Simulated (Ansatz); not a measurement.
# Cu (P6_3/mmc) in Ansatz: a series of runs, part 2 of 2

Ansatz 0.2.0. Earlier steps stand in the parts before.

## (4) Relaxation of cell and atoms, PBEsol+D3(BJ)-ATM

Input file input.yaml:

```yaml
crystal:
  lattice:
    - [2.5340966698, 0.0, 0.0]
    - [-1.2670483349, 2.1945920917, 0.0]
    - [0.0, 0.0, 4.112571]
  atoms:
    - { symbol: Cu, position: [0.6666666667, 0.3333333333, 0.75] }
    - { symbol: Cu, position: [0.3333333333, 0.6666666667, 0.25] }
hamiltonian:
  xc: pbesol
  pseudopotentials: { kind: paw }
  dispersion: d3bjatm
kpoints:
  mp_grid: { grid: [12, 12, 7] }
scf:
  occupations: { method: fermi_dirac, width: 0.05 }
output:
  forces: true
  stress: true
  eigenvalues: true
relax:
  f_tol: 0.01
  max_steps: 40
  cell: { stress_tol: 0.05 }
```

Potentials or basis: Ansatz PAW.

Launch:

```
ansatz run input.yaml --threads 2 --pin off --max-ram 5632MiB --backend cpu --events-out ev --progress --plain --runs-dir out
```

Log:

```text
Warning: RAYON_NUM_THREADS=2 ignored (pool sized by the plan → 2); use --threads N
Engine: ansatz 0.2.0, x86_64-unknown-linux-gnu
Pseudopotentials: kind: paw
Pseudopotential: Cu, paw, valence charge 19, recommended cutoff 420 eV (normal), Cu.paw.azcp
Functional definition: PBEsol
  exchange = pbesol_x
  correlation = pbesol_c
Crystal: 2 atoms, lattice volume = 22.871 Å³
Basis set: ecut = 420 eV, 451 PW (Γ), exchange–correlation on 36×36×60 points (8 copies of the dense FFT grid, shifted against one another)
Bands: 23, of which v1, the nominal top of the filled ones, is band 19 counted from 1 (18 counted from 0)
Symmetry: 24 space group operations
Space group: P63/mmc (ITA 194), of the structure as read, at distance tolerance 2.8e-5 Å
k-points: 76 of 1008
Non-local potential: Cu, projectors of the file, l = 0: 3, l = 1: 2, l = 2: 3, l = 3: 1
PAW form: soft (Blöchl's): semilocal exchange-correlation on the pseudo side does not see the compensation charge
PAW frozen core: Cu, regenerated for the run's functional, and the local potential with it (the file was generated under x = pbe(κ = 0.804, μ = 0.2195149727645171), c = pbe(β = 0.06672455060314922))
PAW one-centre angular grid: Cu, 590 points (default); XC on 64 Gauss nodes
Initial density: superposition of atomic densities (neutral atoms: chi_scale 0, normalization atom), corrected by the library's trained network
Initial wavefunctions: pseudopotential atomic-orbital guess
Functional: x = pbesol(κ = 0.804, μ = 0.12345679012345678), c = pbesol(β = 0.046)
SCF iter   1: F=—  HF=-13178.458696 eV  |F-HF|=—  |Δ(HF+E_count)|=         —  Δρ=2.15e-2  dr2=5.49e-2  ethr=1.77e-3  ⟨swp⟩=5.5  Hψ=6592  notcnv=0
preconditioner: auto → none  [metal: Δε(μ)=0.008 eV  Ē_g=11.005 eV  σ=0.050 eV  W_gap=0.04  n_scr=8 (ndim 8)  ℏωp=36.4 eV  f_vac=0.000  D(μ)=1.06/eV (n_scr^D=8)  sad-step TF]
SCF iter   2: F=—  HF=-13178.447149 eV  |F-HF|=—  |Δ(HF+E_count)|=   1.15e-2  Δρ=5.38e-3  dr2=3.78e-3  ethr=1.44e-4  ⟨swp⟩=2.5  Hψ=3228  notcnv=0  defer=7
SCF iter   3: F=—  HF=-13178.446428 eV  |F-HF|=—  |Δ(HF+E_count)|=   7.21e-4  Δρ=1.40e-3  dr2=2.51e-4  ethr=9.94e-6  ⟨swp⟩=1.1  Hψ=1745  notcnv=0  defer=7
SCF iter   4: F=—  HF=-13178.446342 eV  |F-HF|=—  |Δ(HF+E_count)|=   8.55e-5  Δρ=8.55e-5  dr2=6.46e-7  ethr=6.61e-7  ⟨swp⟩=2.3  Hψ=2514  notcnv=0  defer=7
SCF iter   5: F=—  HF=-13178.446339 eV  |F-HF|=—  |Δ(HF+E_count)|=   2.95e-6  Δρ=8.97e-6  dr2=3.34e-9  ethr=1.70e-9  ⟨swp⟩=2.0  Hψ=2676  notcnv=0  defer=7
SCF iter   6: F=-13178.446339 eV  HF=-13178.446339 eV  |F-HF|=2.18e-11  |Δ(HF+E_count)|=   5.84e-9  Δρ=6.01e-7  dr2=3.77e-11  ethr=8.79e-12  ⟨swp⟩=2.1  Hψ=5816  notcnv=0
SCF 1 converged in 6 iterations: F = -13178.446339 eV  dr2 = 3.77e-11
relax step   1: F+E_penalty+E_count = -13178.44633934 eV  Δ(F+E_penalty+E_count) = +0.000e0 eV  max|allowed force component| = 2.776e-17 eV/Å  Δτ_max = 0.0000 Å  P = -6.962 GPa  Ω = 22.871 Å³  (6 SCF iters, dr2 threshold 1.00e-7 eV, accepted)
Crystal: 2 atoms, lattice volume = 22.388 Å³
Basis set: ecut = 420 eV, 427 PW (Γ), exchange–correlation on 36×36×60 points (8 copies of the dense FFT grid, shifted against one another)
Initial density: handed on by an earlier stage of this run
Initial wavefunctions: those handed on with the density
iter 1 solved again at ethr=2.90e-5 eV; its pass at ethr=3.10e-3 eV (dr2=1.10e-2 eV) is discarded
[... 64 lines left out ...]
SCF iter   1: F=—  HF=-13178.467592 eV  |F-HF|=—  |Δ(HF+E_count)|=         —  Δρ=1.39e-6  dr2=6.94e-11  ethr=5.61e-10  ⟨swp⟩=4.1  Hψ=12833  notcnv=0
preconditioner: auto → none  [metal: Δε(μ)=0.034 eV  Ē_g=11.427 eV  σ=0.050 eV  W_gap=0.17  n_scr=8 (ndim 8)  ℏωp=37.2 eV  f_vac=0.000  D(μ)=0.99/eV (n_scr^D=2)]
SCF iter   2: F=—  HF=-13178.467590 eV  |F-HF|=—  |Δ(HF+E_count)|=   1.92e-6  Δρ=6.52e-7  dr2=1.15e-11  ethr=1.00e-12  ⟨swp⟩=2.0  Hψ=3188  notcnv=0
iter 3 did not close the SCF: its close was put off for the readings that it lacked (scf_convergence_deferred on its scf_iter line)
SCF iter   3: F=-13178.467590 eV  HF=-13178.467590 eV  |F-HF|=1.09e-11  |Δ(HF+E_count)|=  1.46e-11  Δρ=3.14e-7  dr2=1.14e-11  ethr=1.00e-12  ⟨swp⟩=1.0  Hψ=1748  notcnv=0
iter 4 did not close the SCF: its close was put off for the readings that it lacked (scf_convergence_deferred on its scf_iter line)
SCF iter   4: F=-13178.467590 eV  HF=-13178.467590 eV  |F-HF|=5.46e-12  |Δ(HF+E_count)|=  1.82e-12  Δρ=1.31e-7  dr2=1.77e-12  ethr=1.00e-12  ⟨swp⟩=1.0  Hψ=1748  notcnv=0
iter 5 did not close the SCF: its close was put off for the readings that it lacked (scf_convergence_deferred on its scf_iter line)
SCF iter   5: F=-13178.467590 eV  HF=-13178.467590 eV  |F-HF|=0.00e0  |Δ(HF+E_count)|=  3.64e-12  Δρ=2.01e-8  dr2=4.32e-14  ethr=1.00e-12  ⟨swp⟩=1.0  Hψ=1748  notcnv=0
iter 6 did not close the SCF: its close was put off for the readings that it lacked (scf_convergence_deferred on its scf_iter line)
SCF iter   6: F=-13178.467590 eV  HF=-13178.467590 eV  |F-HF|=1.82e-12  |Δ(HF+E_count)|=  1.82e-12  Δρ=1.24e-8  dr2=1.65e-14  ethr=1.00e-12  ⟨swp⟩=1.0  Hψ=1748  notcnv=0
SCF iter   7: F=-13178.467590 eV  HF=-13178.467590 eV  |F-HF|=1.82e-12  |Δ(HF+E_count)|=  1.82e-12  Δρ=4.13e-9  dr2=1.81e-15  ethr=1.00e-12  ⟨swp⟩=2.0  Hψ=5105  notcnv=0
SCF 7 converged in 7 iterations: F = -13178.467590 eV  dr2 = 1.81e-15
relax step   7: F+E_penalty+E_count = -13178.46758999 eV  Δ(F+E_penalty+E_count) = -6.905e-6 eV  max|allowed force component| = 1.619e-17 eV/Å  Δτ_max = 0.0000 Å  P = -0.000 GPa  Ω = 21.936 Å³  stress off target by 3.92e-3 GPa  SCF on the basis re-selected at this cell (its energy is not comparable with the rows above)  (7 SCF iters)
basis re-selected at this cell: Δ(F+E_penalty+E_count) = -6.905e-6 eV, ΔP = -0.001 GPa vs the last step (what re-selecting the basis moved, of the pressure what is left beyond the Pulay correction that the steps carried, after the strain that the cell walked since its last selection, with what the two solves' SCF thresholds leave and, on support functions, any second-order correction that the steps lacked; it is no measure of the basis error at this ecutwfc). This SCF's stress stands 3.92e-3 GPa from its target on what of the cell is left free (relax.cell.stress_tol is 5.00e-2 GPa) and its largest allowed force component is 1.62e-17 eV/Å (relax.f_tol is 1.00e-2 eV/Å): within both
SCF converged after 7 iterations
Free energy (F): -13178.467590 eV
Harris-Foulkes:  -13178.467590 eV  (|F-HF|=1.82e-12)
Internal energy: -13178.459507 eV  (E = F + TS)
E sigma→0 (E₀):  -13178.463549 eV
Entropy (-TS):   -0.008083 eV (-4.041 meV/atom)
Fermi energy:    18.193358 eV
--- Per-component energies (eV) ---
  E_band       = -667.450347
  E_kinetic    = 602.235791
  E_local      = -7825.215602  (includes V_loc(G=0)·N_el)
  E_nonlocal   = 781.630172
  E_hartree    = 3451.041911
  E_xc         = -179.428450
  E_vxc        = -232.612614  (∫ρ·V_xc dr)
  E_paw        = -3250.926229  (= ΣΔE_a)
  E_vpaw       = -895.572493  (= ΣTr[D̂ρ^β])
  E_aug_tail   = 0.000571  (compensation charges beyond the density's cutoff)
  E_ewald      = -6757.244581
  E_disp       = -0.965496  (pairwise vdW)
  E_core_change = 0.412404  (= ΣΔE_core)
  E_smearing   = -0.008083  (= −TS)
  E_closure    = 0.000000  (closes the sum)
  Σ components = -13178.467590   (vs F -13178.467590, Δ=0.00e0)
--- Forces (eV/Å), atoms counted from 1 ---
  atom   1  Cu    -0.00000000    -0.00000000     0.00000000
  atom   2  Cu     0.00000000     0.00000000    -0.00000000
  max |Σ_I F_I| component: 1.39e-17 eV/Å
--- Stress (GPa, compression-positive) ---
        0.001496      -0.000000      -0.000000
       -0.000000       0.001496      -0.000000
       -0.000000      -0.000000      -0.003922
  P = ⅓ Tr σ = -0.0003 GPa (-0.003 kbar)
--- Band table (eV; the first three rows and the last of 76) ---
  k-point 0: bands = ["-94.2000", "-94.1801", "-51.7893", "-51.6641", "-51.6641", "-51.6428", "-51.6421", "-51.6421", "8.2049", "12.6944", "14.9996", "15.0589", "15.0589", "15.2999", "15.2999", "15.6129", "15.6129", "16.4704", "16.4704", "16.9509", "22.3974", "40.1280", "40.8749"]
  k-point 1: bands = ["-94.1991", "-94.1811", "-51.7821", "-51.6630", "-51.6630", "-51.6501", "-51.6432", "-51.6432", "8.4018", "12.5720", "14.9579", "15.0213", "15.0213", "15.2585", "15.2585", "15.7062", "15.7062", "16.1985", "16.4591", "16.4591", "23.6467", "40.1152", "40.7668"]
  k-point 2: bands = ["-94.1963", "-94.1839", "-51.7619", "-51.6706", "-51.6600", "-51.6600", "-51.6463", "-51.6463", "8.9805", "12.0463", "14.8505", "14.9752", "14.9752", "15.1589", "15.1589", "15.1623", "15.9078", "15.9078", "16.4099", "16.4099", "26.3194", "36.9291", "40.2986"]
  k-point 75: bands = ["-94.1755", "-94.1755", "-51.7584", "-51.7584", "-51.7345", "-51.7250", "-51.6727", "-51.6727", "13.9747", "13.9747", "14.0239", "14.1212", "14.6854", "14.6854", "15.5550", "15.7187", "16.4933", "16.4933", "22.3630", "22.3630", "23.3651", "24.6744", "25.7484"]
--- Relaxed structure (5 steps of the walk, 5 accepted, 2 SCFs on fresh bases) ---
  F+E_penalty+E_count = -13178.46758999 eV   max|allowed force component| = 1.619e-17 eV/Å   (the final SCF, on the basis selected at the relaxed cell)
  cell:  # Å, volume = 21.9363 Å³
    - [2.496146256487992, 2.1991204155552574e-34, -5.731200606909645e-35]
    - [-1.248073128243996, 2.1617260696800282, -1.0749859666013959e-18]
    - [-4.650566352107265e-35, -2.0144773729841372e-18, 4.065291714282932]
  atoms:
    - { symbol: Cu, position: [0.6666666666666666, 0.33333333333333326, 0.75] }
    - { symbol: Cu, position: [0.33333333333333326, 0.6666666666666665, 0.24999999999999997] }
```

It took 3.2 s on 2 threads of AMD EPYC 9R45 (Zen 5), shared host; peak memory 0.36 GiB.

What came out:

- Free energy: -13178.4676 eV
- Relaxed volume: 10.97 Å³/atom
- Relaxed cell: a = 2.496 Å, b = 2.496 Å, c = 4.065 Å, α = 90.00°, β = 90.00°, γ = 120.00°
- Space group after relaxing (to 0.05 Å): P6_3/mmc (No. 194)
- Energy gained by relaxing: 10.6 meV/atom
- Ionic steps: 7
- Pressure after relaxing: 0.0 GPa
- Band gap on the k mesh: none (metal or under the smearing width)

The path:
```tsv
step	energy change (eV)	largest force (eV/Å)	volume (Å³)
1	0.0000	0.0000	22.87
2	-0.0165	0.0000	22.39
3	-0.0221	0.0000	21.89
4	-0.0221	0.0000	21.93
5	-0.0212	0.0000	21.93
6	-0.0212	0.0000	21.94
7	-0.0213	0.0000	21.94
```

Final structure:
```
Cu
1.0
     2.49615    0.00000    0.00000
    -1.24807    2.16173    0.00000
     0.00000    0.00000    4.06529
Cu
2
Direct
  0.66667 0.33333 0.75000
  0.33333 0.66667 0.25000
```

Caveat: the plane-wave basis is chosen anew once the cell has moved, so the energies of steps on either side of that aren't comparable; pairwise dispersion overbinds metals, which lowers pressure and volume; the PAW data sets come from PBE, with cores solved anew for the run's functional, which leaves a small shift of forces and pressure.

## (5) The runs side by side

```tsv
level	gap on the mesh (eV)	pressure (GPa)	relaxed volume (Å³/atom)
PBEsol	none	0.0	11.33
PBEsol+D3(BJ)	none	0.0	10.83
PBEsol+D3(BJ)-ATM	none	0.0	10.97
```

Alike in all rows: task relaxation of cell and atoms; potentials or basis Ansatz PAW; no spin polarisation; cell relaxed; k mesh 12 × 12 × 7; cutoff (eV) 420; smearing fermi-dirac 0.05 eV.

Caveats: the plane-wave basis is chosen anew once the cell has moved, so the energies of steps on either side of that aren't comparable; the PAW data sets come from PBE, with cores solved anew for the run's functional, which leaves a small shift of forces and pressure; pairwise dispersion overbinds metals, which lowers pressure and volume (some runs).

Total energies depend on the potentials used, so only differences within one code and one set of settings carry meaning.
